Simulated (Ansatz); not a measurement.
# Ag: equation of state with PBEsol

Crystal: Ag.

```xyz
1
Lattice="0.0000 2.0427 2.0427 2.0427 0.0000 2.0427 2.0427 2.0427 0.0000" Properties=species:S:1:pos:R:3 pbc="T T T"
Ag    0.0000    0.0000    0.0000
```

```
Program             : Ansatz 0.2.0
Task                : equation of state
Functional          : PBEsol
Potentials or basis : all-electron LAPW, scalar-relativistic
Basis error allowed : 0.0005 eV/atom
k mesh              : 11 × 11 × 11
Occupations         : fermi-dirac, width 0.05 eV
Spin                : no spin polarisation
```

```json
{
 "Equilibrium volume": "16.61 Å³/atom",
 "Bulk modulus": "120 GPa",
 "Pressure derivative of the bulk modulus": "6.0"
}
```

Energy against volume, from the lowest point:
| volume (Å³/atom) | energy (meV/atom) |
| --- | --- |
| 16.025 | 8.07 |
| 16.366 | 1.13 |
| 16.707 | 0.00 |
| 17.048 | 3.93 |
| 17.389 | 12.23 |
| 17.730 | 24.30 |
| 18.071 | 39.61 |

All runs of the series together: 26 s on 1 thread of Arm Neoverse V2, with other jobs on the host.
